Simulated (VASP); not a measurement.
# TiSi35 (a cell with a defect) in VASP: a series of runs, part 2 of 2

VASP 6.6.1. The steps go on from the part before.

**6. Single point, PBE (grid = ENCUT=350 dk=0.45 cell=3x3x2 ISMEAR=0 SIGMA=0.05 LREAL=False EDIFF=1e-06)**

The input, INCAR:

```
PREC = Accurate ; ENCUT = 350
EDIFF = 1E-6 ; ISMEAR = 0
SIGMA = 0.05 ; LREAL = F
LASPH = T ; NELM = 120
ALGO = Fast ; ISIF = 2
LWAVE = F ; LCHARG = F
GGA = PE ; NBANDS = 88
```

The input, KPOINTS:

```
regular mesh
0
Gamma
  2 2 3
```

The input, POSCAR:

```
TiSi35
1.0
    0.0000000000      8.1655535595      8.1655535595
    8.1655535595      0.0000000000      8.1655535595
    5.4437023730      5.4437023730      0.0000000000
Ti Si
1 35
Direct
    0.1666666667      0.1666666667      0.2500000000
    0.1666666667      0.1666666667      0.7500000000
    0.1666666667      0.5000000000      0.2500000000
    0.1666666667      0.5000000000      0.7500000000
    0.1666666667      0.8333333333      0.2500000000
    0.1666666667      0.8333333333      0.7500000000
    0.5000000000      0.1666666667      0.2500000000
    0.5000000000      0.1666666667      0.7500000000
    0.5000000000      0.5000000000      0.2500000000
    0.5000000000      0.5000000000      0.7500000000
    0.5000000000      0.8333333333      0.2500000000
    0.5000000000      0.8333333333      0.7500000000
    0.8333333333      0.1666666667      0.2500000000
    0.8333333333      0.1666666667      0.7500000000
    0.8333333333      0.5000000000      0.2500000000
    0.8333333333      0.5000000000      0.7500000000
    0.8333333333      0.8333333333      0.2500000000
    0.8333333333      0.8333333333      0.7500000000
    0.2500000000      0.2500000000      0.3750000000
    0.2500000000      0.2500000000      0.8750000000
    0.2500000000      0.5833333333      0.3750000000
    0.2500000000      0.5833333333      0.8750000000
    0.2500000000      0.9166666667      0.3750000000
    0.2500000000      0.9166666667      0.8750000000
    0.5833333333      0.2500000000      0.3750000000
    0.5833333333      0.2500000000      0.8750000000
    0.5833333333      0.5833333333      0.3750000000
    0.5833333333      0.5833333333      0.8750000000
    0.5833333333      0.9166666667      0.3750000000
    0.5833333333      0.9166666667      0.8750000000
    0.9166666667      0.2500000000      0.3750000000
    0.9166666667      0.2500000000      0.8750000000
    0.9166666667      0.5833333333      0.3750000000
    0.9166666667      0.5833333333      0.8750000000
    0.9166666667      0.9166666667      0.3750000000
    0.9166666667      0.9166666667      0.8750000000
```

Potentials or basis: VASP PAW PBE potentials, release 64 (Ti_sv, Si).

On the command line:

```
$ cat potpaw_PBE.64/Ti_sv/POTCAR potpaw_PBE.64/Si/POTCAR > POTCAR
$ mpirun -np 1 vasp_std > vasp.out
```

OUTCAR:

```text
PREC = Accurate
   ENCUT = 350
   EDIFF = 1E-6
   ISMEAR = 0
   LREAL = F
   LASPH = T
   NELM = 120
   ISIF = 2
   GGA = PE

 Found      6 irreducible k-points:

 Following reciprocal coordinates:
            Coordinates               Weight
  0.000000  0.000000  0.000000      1.000000
  0.500000  0.000000  0.000000      2.000000
  0.500000  0.500000  0.000000      1.000000
  0.000000  0.000000  0.333333      2.000000
  0.500000  0.000000  0.333333      4.000000
[... 628 lines left out ...]
  Total       11.8316757     11.8316757     11.7507295      0.0028512      0.0403818      0.0403811
  in kB       26.1132670     26.1132670     25.9346134      0.0062928      0.0891252      0.0891236
  external PRESSURE =      26.0537158 kB  Pullay stress =       0.0000000 kB

 VOLUME and BASIS-vectors are now :
 -----------------------------------------------------------------------------
  energy-cutoff  :      350.00
  volume of cell :      725.93
      direct lattice vectors                 reciprocal lattice vectors
     0.000000000  8.165553559  8.165553559    -0.061232836  0.061232836  0.061232836
     8.165553559  0.000000000  8.165553559     0.061232836 -0.061232836  0.061232836
     5.443702373  5.443702373  0.000000000     0.091849254  0.091849254 -0.091849254

 POSITION                                       TOTAL-FORCE (eV/Angst)
 -----------------------------------------------------------------------------------
      2.72185      2.72185      2.72185        -0.064122     -0.064122     -0.025793
      5.44370      5.44370      2.72185         0.008656      0.008656     -0.089261
      5.44370      2.72185      5.44370         0.044404     -0.035846      0.031684
      8.16555      5.44370      5.44370         0.036874     -0.041518      0.032754
      8.16555      2.72185      8.16555        -0.018210     -0.043716     -0.033908
     10.88740      5.44370      8.16555         0.038234      0.032885     -0.029574
[... 28 lines left out ...]
      9.52648      9.52648     14.97018         0.004110      0.004110      0.016316
     12.24833     12.24833     14.97018        -0.005454     -0.005454      0.000933
 -----------------------------------------------------------------------------------
    total drift:                               -0.000050     -0.000050     -0.000585

  FREE ENERGIE OF THE ION-ELECTRON SYSTEM (eV)
  ---------------------------------------------------
  free  energy   TOTEN  =      -194.5757860898 eV

  energy  without entropy=     -194.5757860850  energy(sigma->0) =     -194.57578609
```

OSZICAR:

```text
N       E                     dE             d eps       ncg     rms          rms(c)
DAV:   1     0.453617328659E+03    0.45362E+03   -0.48304E+04  1112   0.107E+03
DAV:   2    -0.139440433284E+03   -0.59306E+03   -0.57530E+03  1256   0.206E+02
[... 25 lines left out ...]
RMM:  28    -0.194575789054E+03   -0.70724E-05   -0.27325E-04  1952   0.264E-02    0.707E-02
RMM:  29    -0.194575790292E+03   -0.12376E-05   -0.59015E-05  1546   0.216E-02    0.341E-02
RMM:  30    -0.194575855079E+03   -0.64788E-04   -0.22749E-04  1894   0.344E-02    0.600E-02
RMM:  31    -0.194575797846E+03    0.57234E-04   -0.89002E-05  1789   0.258E-02    0.351E-02
RMM:  32    -0.194575791103E+03    0.67425E-05   -0.24320E-05  1450   0.103E-02    0.238E-02
RMM:  33    -0.194575785930E+03    0.51727E-05   -0.23628E-05  1461   0.917E-03    0.963E-03
RMM:  34    -0.194575786090E+03   -0.15942E-06   -0.43684E-06  1029   0.465E-03
   1 F= -.19457579E+03 E0= -.19457579E+03  d E =-.479591E-08
```

stdout:

```text
POSCAR found type information on POSCAR TiSi
 POSCAR found :  2 types and      36 ions
 scaLAPACK will be used
 -----------------------------------------------------------------------------
|                                                                             |
|                                                                             |
[... 25 lines left out ...]
|                                                                             |
 -----------------------------------------------------------------------------

 POSCAR, INCAR and KPOINTS ok, starting setup
 FFT: planning ... GRIDC
 FFT: planning ... GRID_SOFT
 FFT: planning ... GRID
 WAVECAR not read
 entering main loop
WARNING in EDDRMM: call to ZHEGV failed, returncode =   6  3     41
```

Run time: 9.3 min. Hardware: 1 thread of Intel Xeon 6975P-C (Granite Rapids), shared host; peak memory 0.6 GiB.

The run converged, but some of its settings lie outside the range that counts as converged, so its numbers aren't taken as properties of the crystal.

Results:

| Quantity | Value |
| --- | --- |
| Free energy | -194.5758 eV |
| Pressure | 2.6 GPa |
| Largest force | 1.765 eV/Å |
| Band gap on the k mesh | 0.37 eV, indirect (least direct gap 0.39 eV) |
